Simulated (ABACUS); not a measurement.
# Zn (P6_3/mmc) in ABACUS: further runs

Aim: see how the results for Zn move with the level of theory and the settings. Levels: HLE16, PBE. Tasks: single point, relaxation of cell and atoms.

Program: ABACUS 3.10.1. These are calculated values, not measurements. Logs are shortened: lines on timing, memory, paths and dates and some standing lists are left out, and cuts for length are marked.

## 1. The crystal as given

It takes space group P6_3/mmc (No. 194, hexagonal). Conventional cell: a = 2.670 Å, b = 2.670 Å, c = 4.966 Å, α = 90.00°, β = 90.00°, γ = 120.00°. Zn (site symmetry -6m2) has 12 Zn at 2.67 to 2.92 Å as nearest neighbours.

## 2. Single point, HLE16

Input file INPUT:

```
INPUT_PARAMETERS
suffix              Zn
calculation         scf
basis_type          pw
pseudo_dir          ./
symmetry            1
dft_functional      GGA_XC_HLE16
ecutwfc             84
pseudo_rcut         10
nspin               1
nbands              30
ks_solver           dav
smearing_method     fd
smearing_sigma      0.00367493
scf_thr             1e-08
scf_nmax            100
mixing_type         broyden
mixing_beta         0.7
cal_force           1
cal_stress          1
out_chg             1
kpar                4
```

Input file STRU:

```
ATOMIC_SPECIES
Zn 65.3800 Zn.upf

LATTICE_CONSTANT
1.8897261246

LATTICE_VECTORS
2.6700000000 0.0000000000 0.0000000000
-1.3350000000 2.3122878281 0.0000000000
0.0000000000 0.0000000000 4.9660000000

ATOMIC_POSITIONS
Direct

Zn
0.0
2
0.6666666667 0.3333333333 0.7500000000 1 1 1
0.3333333333 0.6666666667 0.2500000000 1 1 1
```

Input file KPT:

```
K_POINTS
0
Gamma
9 9 5 0 0 0
```

Potentials or basis: Ansatz NC PBE, plane waves.

On the command line:

```bash
$ OMP_NUM_THREADS=1 mpirun -np 4 abacus > log
```

running log:

```text
[... set-up lines left out ...]
 PW ALGORITHM --------------- ION=   1  ELEC=   1--------------------------------

 Density error is 0.527442104289
                          Error Threshold = 0.01
----------------------------------------------------------
     Energy           Rydberg                 eV
----------------------------------------------------------
 E_KohnSham     -859.2265279947      -11690.3766534840
 E_Harris       -840.8392402133      -11440.2047688922
 E_Fermi        0.9262694995         12.6025430765
----------------------------------------------------------

 PW ALGORITHM --------------- ION=   1  ELEC=   2--------------------------------

 Density error is 0.0583905276896
                          Error Threshold = 0.00131860526072
----------------------------------------------------------
     Energy           Rydberg                 eV
----------------------------------------------------------
 E_KohnSham     -859.3745878263      -11692.3911108387
 E_Harris       -866.2042644873      -11785.3136289266
 E_Fermi        0.9616049970         13.0833071844
----------------------------------------------------------

 PW ALGORITHM --------------- ION=   1  ELEC=   3--------------------------------

 Density error is 0.000881497577035
                          Error Threshold = 0.000145976319224
----------------------------------------------------------
     Energy           Rydberg                 eV
----------------------------------------------------------
 E_KohnSham     -859.3902005738      -11692.6035331671
 E_Harris       -859.0521421464      -11688.0040122964
 E_Fermi        0.9492102517         12.9146680231
----------------------------------------------------------

 PW ALGORITHM --------------- ION=   1  ELEC=   4--------------------------------

 Density error is 5.62780833863e-05
                          Error Threshold = 2.20374394259e-06
----------------------------------------------------------
     Energy           Rydberg                 eV
----------------------------------------------------------
 E_KohnSham     -859.3906435075      -11692.6095595883
 E_Harris       -859.5798634999      -11695.1840296607
 E_Fermi        0.9485424437         12.9055820291
----------------------------------------------------------

 PW ALGORITHM --------------- ION=   1  ELEC=   5--------------------------------

 Density error is 6.84124004255e-06
                          Error Threshold = 1.40695208466e-07
----------------------------------------------------------
     Energy           Rydberg                 eV
----------------------------------------------------------
 E_KohnSham     -859.3906510633      -11692.6096623911
 E_Harris       -859.4432178062      -11693.3248696196
 E_Fermi        0.9481953926         12.9008601572
----------------------------------------------------------

 PW ALGORITHM --------------- ION=   1  ELEC=   6--------------------------------

 Density error is 4.34182401641e-07
                          Error Threshold = 1.71031001064e-08
----------------------------------------------------------
     Energy           Rydberg                 eV
----------------------------------------------------------
 E_KohnSham     -859.3906533165      -11692.6096930467
 E_Harris       -859.3732064472      -11692.3723162125
 E_Fermi        0.9480256786         12.8985510797
----------------------------------------------------------

 PW ALGORITHM --------------- ION=   1  ELEC=   7--------------------------------

 Density error is 6.7442851276e-09
                          Error Threshold = 1.0854560041e-09
----------------------------------------------------------
     Energy           Rydberg                 eV
----------------------------------------------------------
 E_KohnSham     -859.3906534068      -11692.6096942754
 E_KS(sigma->0) -859.3903160858      -11692.6051047875
 E_Harris       -859.3891171279      -11692.5887921285
 E_band         -91.4604533863       -1244.3833077175
 E_one_elec     -546.7114306899      -7438.3906191148
 E_Hartree      293.4754478040       3992.9383132354
 E_xc           -115.2856186145      -1568.5413106117
 E_Ewald        -490.8683772643      -6678.6068988086
 E_entropy(-TS) -0.0006746420        -0.0091789757
 E_descf        0.0000000000         0.0000000000
 E_exx          0.0000000000         0.0000000000
 E_Fermi        0.9480571826         12.8989797137
----------------------------------------------------------

 charge density convergence is achieved
 final etot is -11692.609694 eV
 EFERMI = 12.898979714 eV

 STATE ENERGY(eV) AND OCCUPATIONS    NSPIN == 1
 1/9 kpoint (Cartesian) = 0.0000 0.0000 0.0000 (2697 pws)
       1       -117.740     0.00493827
       2       -117.740     0.00493827
       3       -71.5917     0.00493827
       4       -71.5826     0.00493827
       5       -71.5824     0.00493827
       6       -71.5824     0.00493827
[... 22 lines left out ...]
      29        32.6294        0.00000
      30        36.5924        0.00000

 2/9 kpoint (Cartesian) = -0.041615 0.024026 0.0000 (2713 pws)
       1       -117.740      0.0296296
       2       -117.739      0.0296296
       3       -71.5912      0.0296296
       4       -71.5850      0.0296296
       5       -71.5840      0.0296296
       6       -71.5831      0.0296296
[... 22 lines left out ...]
      29        33.4884        0.00000
      30        33.8636        0.00000

 3/9 kpoint (Cartesian) = -0.083229 0.048052 0.0000 (2711 pws)
       1       -117.739      0.0296296
       2       -117.739      0.0296296
       3       -71.5916      0.0296296
       4       -71.5906      0.0296296
       5       -71.5898      0.0296296
       6       -71.5850      0.0296296
[... 22 lines left out ...]
      29        31.2977        0.00000
      30        32.3289        0.00000

 4/9 kpoint (Cartesian) = -0.12484 0.072079 0.0000 (2675 pws)
       1       -117.739      0.0296296
       2       -117.738      0.0296296
       3       -71.5991      0.0296296
       4       -71.5981      0.0296296
       5       -71.5880      0.0296296
       6       -71.5870      0.0296296
[... 22 lines left out ...]
      29        30.8797        0.00000
      30        31.4455        0.00000

 5/9 kpoint (Cartesian) = -0.16646 0.096105 0.0000 (2680 pws)
       1       -117.738      0.0296296
       2       -117.738      0.0296296
       3       -71.6040      0.0296296
       4       -71.6030      0.0296296
       5       -71.5884      0.0296296
       6       -71.5868      0.0296296
[... 22 lines left out ...]
      29        31.7945        0.00000
      30        32.2721        0.00000

 6/9 kpoint (Cartesian) = -0.041615 0.072079 0.0000 (2707 pws)
       1       -117.740      0.0296296
       2       -117.739      0.0296296
       3       -71.5902      0.0296296
       4       -71.5893      0.0296296
       5       -71.5886      0.0296296
       6       -71.5845      0.0296296
[... 22 lines left out ...]
      29        30.9723        0.00000
      30        32.2990        0.00000

[... levels at 3 further k points ...]

------------------------------------------------------------------------------------------
 TOTAL-FORCE (eV/Angstrom)
------------------------------------------------------------------------------------------
                       Zn1         0.0000000000         0.0000000000         0.0000000000
                       Zn2         0.0000000000         0.0000000000         0.0000000000
------------------------------------------------------------------------------------------

----------------------------------------------------------------
 TOTAL-STRESS (KBAR)
----------------------------------------------------------------
       -74.7300606550        -0.0000000000         0.0000000000
         0.0000000000       -74.7300606553        -0.0000000000
         0.0000000000        -0.0000000000      -105.4676353866
----------------------------------------------------------------
 TOTAL-PRESSURE: -84.975919 KBAR

 --------------------------------------------
 !FINAL_ETOT_IS -11692.6096942754138581 eV
 --------------------------------------------
```

Run time: 8 s. Hardware: 4 MPI ranks of Intel Xeon 6975P-C (Granite Rapids), shared host; peak memory 0.36 GiB.

Results:

```
Free energy            : -11692.6097 eV
Pressure               : -8.5 GPa
Band gap on the k mesh : none (metal or under the smearing width)
```

Caveat: the potentials were made for a functional far from this one; the potentials were made for another functional, which shifts forces and pressure.

[end of part 1 of 3]
